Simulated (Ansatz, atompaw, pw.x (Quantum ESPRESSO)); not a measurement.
## What a changed setting does to a pw.x run (fcc Cl)

Potential: PAW, atompaw 4.2.0.5, PBE; core [Ne], reference 3s2 3p5; waves: 3s (bound): rc 1.55 bohr; 3s channel at 1.4 Ry: rc 1.55 bohr; 3p (bound): rc 1.55 bohr; 3p channel at -0.3 Ry: rc 1.55 bohr; 3d channel at 0.25 Ry: rc 1.40 bohr; local part: ultrasoft scheme with l = 3 at 0 Ry, radius 0.86 bohr; core correction: smooth core density matched at 1.50 bohr; augmentation: sinc compensation charge, radius 1.55 bohr; PAW radius 1.55 bohr; waves and projectors: custom rrkj gramschmidtortho.

The reference run (k-mesh 13³, cutoffs 45/450 Ry, Fermi–Dirac 0.01 Ry, mixing_beta 0.4, conv_thr 1e-9, no spin) gives -0.06 GPa at 21.767 Å³/atom, where all-electron LAPW gives -0.06 GPa. This run, with its own iteration cap, changes smearing to mp.

```
&control
  calculation='scf', prefix='x', pseudo_dir='./', outdir='./tmp', tstress=.true., disk_io='none'
/
&system
  ibrav=0, nat=1, ntyp=1, ecutwfc=45, ecutrho=450, nbnd=11,
  occupations='smearing', smearing='mp', degauss=0.01
/
&electrons
  conv_thr=1e-09, mixing_beta=0.4, electron_maxstep=70
/
ATOMIC_SPECIES
Cl 1.0 Cl.UPF
CELL_PARAMETERS angstrom
  0.00000000 2.21610089 2.21610089
  2.21610089 0.00000000 2.21610089
  2.21610089 2.21610089 0.00000000
ATOMIC_POSITIONS crystal
Cl 0.0000 0.0000 0.0000
K_POINTS automatic
13 13 13 0 0 0
```

```bash
pw.x < Cl.scf.in > Cl.scf.out
```

Problem. How does the run end?

Solution. It converges in 7 iterations; the free energy moves by +59.8 meV/atom and the pressure by -0.74 GPa. This scheme is built to cancel the term in the square of the width that Fermi–Dirac smearing leaves in the F of a metal.

```
Message from routine setup:
     using ibrav=0 with symmetry is DISCOURAGED, use correct ibrav instead
     lattice parameter (alat)  =       5.9225  a.u.
     unit-cell volume          =     146.8910 (a.u.)^3
     number of electrons       =         7.00
     number of Kohn-Sham states=           11
     kinetic-energy cutoff     =      45.0000  Ry
     charge density cutoff     =     450.0000  Ry
     scf convergence threshold =      1.0E-09
     Exchange-correlation= SLA PW PBX PBC
     number of k points=    84  Methfessel-Paxton smearing, width (Ry)=  0.0100
     negative rho (up, down):  4.328E-05 0.000E+00
     iteration #  1     ecut=    45.00 Ry     beta= 0.40
     negative rho (up, down):  3.757E-05 0.000E+00
     total energy              =     -79.26505905 Ry
     estimated scf accuracy    <       0.00028333 Ry
     iteration #  2     ecut=    45.00 Ry     beta= 0.40
     negative rho (up, down):  3.245E-05 0.000E+00
     total energy              =     -79.26512255 Ry
     estimated scf accuracy    <       0.00003755 Ry
     iteration #  3     ecut=    45.00 Ry     beta= 0.40
     negative rho (up, down):  2.576E-05 0.000E+00
     total energy              =     -79.26515182 Ry
     estimated scf accuracy    <       0.00000521 Ry
     iteration #  4     ecut=    45.00 Ry     beta= 0.40
     negative rho (up, down):  2.505E-05 0.000E+00
     total energy              =     -79.26515522 Ry
     estimated scf accuracy    <       0.00000010 Ry
     iteration #  5     ecut=    45.00 Ry     beta= 0.40
     negative rho (up, down):  2.434E-05 0.000E+00
     total energy              =     -79.26515533 Ry
     estimated scf accuracy    <       0.00000002 Ry
     iteration #  6     ecut=    45.00 Ry     beta= 0.40
     negative rho (up, down):  2.448E-05 0.000E+00
     total energy              =     -79.26515533 Ry
     estimated scf accuracy    <          1.0E-09 Ry
     iteration #  7     ecut=    45.00 Ry     beta= 0.40
     negative rho (up, down):  2.445E-05 0.000E+00
     the Fermi energy is     2.7873 ev
!    total energy              =     -79.26515534 Ry
     estimated scf accuracy    <          1.1E-10 Ry
     smearing contrib. (-TS)   =       0.00000528 Ry
     The total energy is F=E-TS. E is the sum of the following terms:
     one-electron contribution =       0.09456911 Ry
     hartree contribution      =       3.60811980 Ry
     xc contribution           =      -5.78241198 Ry
     ewald contribution        =     -26.82279093 Ry
     one-center paw contrib.   =     -50.36264661 Ry
     convergence has been achieved in   7 iterations
     negative rho (up, down):  2.445E-05 0.000E+00
          total   stress  (Ry/bohr**3)                   (kbar)     P=       -8.08
     Message from routine punch:
     Nothing written, as per user request (disk_io='none')
```

The run took about 12 s on one core of a shared host (Intel(R) Xeon(R) Platinum 8259CL CPU @ 2.50GHz, 96 threads, 755 GiB, load 45).
